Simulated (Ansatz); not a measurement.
# Ta2NOS MXene monolayer in a perpendicular field, part 3 of 3

What dipole does a perpendicular field induce in the Ta2NOS MXene monolayer? A positive field points along +c.

Ansatz 0.2.0; plane-wave DFT, LDA, Ansatz PAW.

So far. Step 6 (Atoms held, field 0.5 V/Å): The dipole is 0.156 e·Å, 0.154 e·Å from its value without field. Step 7 (Single point, field -0.3 V/Å): The dipole is -0.0897 e·Å, -0.0921 e·Å from its value without field.

**8. Response, atoms held (continued)**

Electrons, planar mean, per unit field. Table of induced electron density by z:

z (Å), induced electron density (e/Å³ per V/Å) and a bar from the least value:
```
      4.5    0.00000 ###############
      5.0    0.00001 ###############
      5.5    0.00004 ###############
      6.0    0.00012 ###############
      6.5    0.00036 ################
      7.0    0.00102 ###################
      7.5    0.00236 #########################
      8.0    0.00365 ##############################
      8.5    0.00221 ########################
      9.0    0.00089 ##################
      9.5    0.00039 ################
     10.0   -0.00077 ###########
     10.5    0.00058 #################
     11.0    0.00024 ################
     11.5    0.00010 ###############
     12.0   -0.00040 #############
     12.5   -0.00032 #############
     13.0   -0.00022 ##############
     13.5   -0.00094 ###########
     14.0   -0.00177 #######
     14.5   -0.00346 
     15.0   -0.00253 ####
     15.5   -0.00101 ##########
     16.0   -0.00032 #############
     16.5   -0.00009 ##############
     17.0   -0.00002 ###############
     17.5   -0.00001 ###############
     18.0    0.00000 ###############
     18.5    0.00000 ###############
```

By hand: between -0.1 and 0.1 V/Å the dipole changes by 0.06146 e·Å, a slope of 0.3073 e·Å²/V. A perfect conductor of thickness t has p = ε₀AEt, so t = 180.95 × 0.3073 / 8.622 = 6.45 Å (e/ε₀ = 180.95 V·Å, A in Å²).

The induced dipole is that of a conductor 6.45 Å thick.

**9. The same run with other settings: efield.ramp_width = 0.15**

This step: plane-wave DFT, LDA, Ansatz PAW (Ansatz 0.2.0).

A run with a changed input: it repeats the earlier run at 0.1 V/Å with efield.ramp_width from 0.06 to 0.15.

input.yaml

```yaml
crystal:
  lattice:
    - [3.1553771717, 0.0, 0.0]
    - [-1.5776885858, 2.7326367892, 0.0]
    - [0.0, 0.0, 22.9591213596]
  atoms:
    - { symbol: S, position: [0.3333333333, 0.6666666667, 0.3920010639] }
    - { symbol: Ta, position: [0.6666666667, 0.3333333333, 0.4622190041] }
    - { symbol: "N", position: [0.0, 0.0, 0.5153033332] }
    - { symbol: Ta, position: [0.3333333333, 0.6666666667, 0.5633457821] }
    - { symbol: O, position: [0.6666666667, 0.3333333333, 0.6079989361] }
kpoints:
  mp_grid: { grid: [18, 18, 1] }
  band_path:
    path: [[0, 0, 0], [0.5, 0, 0], [0.33333333, 0.33333333, 0], [0, 0, 0]]
    npoints: 16
hamiltonian:
  xc: lda
scf:
  occupations: { method: fermi_dirac, width: 0.05 }
  convergence: { dr2_threshold: 1.0e-10 }
efield:
  axis: 3
  dipole_correction: true
  ramp_position: 0.97
  ramp_width: 0.15
  amplitude: 0.1
output:
  write_potential: true
  write_density: true
  volumetric_format: npy
```

The run is started by

```
$ ansatz run input.yaml --threads 4 --pin off --max-ram 6144MiB --backend cpu --events-out ev --progress --plain --runs-dir out
```

Numbers of over 12 decimals in the logs are rounded to 6 here.

The program printed:

```text
[...]
Crystal: 5 atoms, lattice volume = 197.965 Å³
Basis set: ecut = 420 eV, 3821 PW (Γ)
Bands: 27, of which v1, the nominal top of the filled ones, is band 22 counted from 1 (21 counted from 0)
Symmetry: 6 space group operations
[...]
k-points: 37 of 324 (time reversal used)
[...]
SCF iter   1: F=—  HF=-21172.502641 eV  |F-HF|=—  |Δ(HF+E_count)|=         —  Δρ=7.27e-2  dr2=1.27e1  ethr=3.10e-3  p=0.033 e·Å  D=3.03e-2 V/Å  ΔV_dip=-0.70 eV  dr2_dipole=2.21e-4  V_vac-E_F(+/−)=7.53/6.34 eV  ⟨swp⟩=9.9  Hψ=6204  notcnv=0
[...]
SCF iter  12: F=-21169.035007 eV  HF=-21169.035007 eV  |F-HF|=9.82e-11  |Δ(HF+E_count)|=   1.01e-9  Δρ=1.42e-7  dr2=2.24e-11  ethr=1.00e-12  p=0.033 e·Å  D=3.03e-2 V/Å  ΔV_dip=-0.69 eV  dr2_dipole=1.22e-13  V_vac-E_F(+/−)=6.01/4.81 eV  ⟨swp⟩=7.2  Hψ=3694  notcnv=0
SCF 1 converged in 12 iterations: F = -21169.035007 eV  dr2 = 2.24e-11
[...]
SCF converged after 12 iterations
Free energy (F): -21169.035007 eV
[...]
Internal energy: -21169.027047 eV  (E = F + TS)
E sigma→0 (E₀):  -21169.031027 eV
Entropy (-TS):   -0.007960 eV (-1.592 meV/atom)
Fermi energy:    1.317153 eV
Dipole field:    D = 0.030257 V/Å  (p = 0.033102 e·Å, saw-weighted, corrected)
Work function:   not extracted (applied field tilts the vacuum); planar V_es + V_field profile in the machine report
[...]
--- Band table (eV; the first three rows and the last of 37) ---
  k-point 0: bands = [... 18 lower, -0.3114, -0.3114, 0.1433, 0.1433, 0.6662, 2.3683, 2.7696, 2.7696, ... 1 higher]
  k-point 1: bands = [... 18 lower, -0.6565, -0.5109, 0.2096, 0.4001, 0.7982, 2.3688, 2.8049, 2.8780, ... 1 higher]
  k-point 2: bands = [... 18 lower, -1.0648, -0.7435, -0.0085, 0.7837, 1.1267, 2.4449, 2.9474, 3.0880, ... 1 higher]
  k-point 36: bands = [... 18 lower, -3.1350, -2.5323, 0.8681, 1.5854, 1.8939, 3.5963, 3.9521, 4.3927, ... 1 higher]
```

It took 5.2 s on 4 threads of Intel Xeon 6975P-C (Granite Rapids), shared host; peak memory 0.73 GiB; 19 s of CPU time.

Numbers from this step:

```yaml
energy_at_zero_smearing: -21169.0310 eV
dipole_along_the_normal: 0.03310 e·Å
```

The electronic bands at the labelled points (eV, zero at the Fermi level):

| point | band 18 | band 19 | band 20 | band 21 | band 22 | band 23 | band 24 | band 25 |
| --- | --- | --- | --- | --- | --- | --- | --- | --- |
| Γ | -3.52 | -1.63 | -1.63 | -1.17 | -1.17 | -0.65 | 1.05 | 1.45 |
| halfway | -4.50 | -3.23 | -2.29 | -2.09 | 0.33 | 0.54 | 1.28 | 2.50 |
| M | -5.09 | -3.49 | -2.52 | -2.37 | 1.00 | 1.59 | 1.81 | 3.23 |
| halfway | -4.80 | -4.15 | -3.30 | -1.45 | 0.93 | 1.26 | 1.78 | 3.00 |
| K | -4.98 | -4.45 | -3.85 | -0.45 | 0.27 | 0.58 | 2.28 | 2.63 |
| halfway | -4.34 | -3.63 | -2.82 | -1.10 | -0.80 | 1.46 | 1.91 | 2.08 |
| Γ | -3.52 | -1.63 | -1.63 | -1.17 | -1.17 | -0.65 | 1.05 | 1.45 |

| quantity | this run | earlier run | difference |
| --- | --- | --- | --- |
| dipole along the normal (e·Å) | 0.03310 | 0.03311 | -3.7e-6 |

The dipole moves by under 0.5 % or 5e-5 e·Å.

Of the bands kept, 2 cross the Fermi level on this path.

**10. A changed input**

An input spoilt on purpose, to show how the run answers: it repeats the earlier run at 0.1 V/Å with efield.axis from 3 to 0, and scf.max_iter set to 80.

Changes to input.yaml since step 9:

```diff
@@ -21,7 +21,8 @@
   convergence: { dr2_threshold: 1.0e-10 }
+  max_iter: 80
 efield:
-  axis: 3
+  axis: 0
   dipole_correction: true
   ramp_position: 0.97
-  ramp_width: 0.15
+  ramp_width: 0.06
   amplitude: 0.1
```

The program printed:

```text
Error: invalid value for `efield.axis`: must be in [1, 3]; got 0
```

The job ended after 0.02 s (4 threads; peak memory 0.058 GiB).

The program refused the input before any cycle.

The program's message: “Error: invalid value for `efield.axis`: must be in [1, 3]; got 0”

The fault put into the input: an axis of 0, outside the range 1 to 3.

**11. What came out**

- gap without field: none
- work function, upper face: 5.29 eV
- step between the vacuum levels: -0.0497 eV
- equivalent conductor thickness, atoms held: 6.45 Å

In words: The induced dipole equals that of a perfect conductor 6.45 Å thick, while the outer atoms lie 4.96 Å apart. The two faces differ: the vacuum level above lies 0.05 eV lower than the one below. There is no gap over 0.03 eV, with or without the field. The first relaxation ran with spin and lost its moment, and the later runs have none; other magnetic states were not tried. Spin-orbit coupling is left out, which matters for the bands of elements this heavy. The MXene's terminations sit over the metal atoms of its far layer; the site over carbon or nitrogen, which some compounds prefer, was not run.

[Logs are printed without paths, hosts, clocks, repeated set-up lines and the standing remarks that a program may print on its own settings, such as how far it seeks lower states.]

[Hosts, paths, dates, database ids (printed as entryN), source tags and the programs' standing remarks are cut or masked in the printed files.]

[Maps of the electrostatic potential energy from Ansatz leave out the sawtooth potential of an applied field or a dipole correction, so their vacuum need not be flat; planar profiles and work functions include it.]
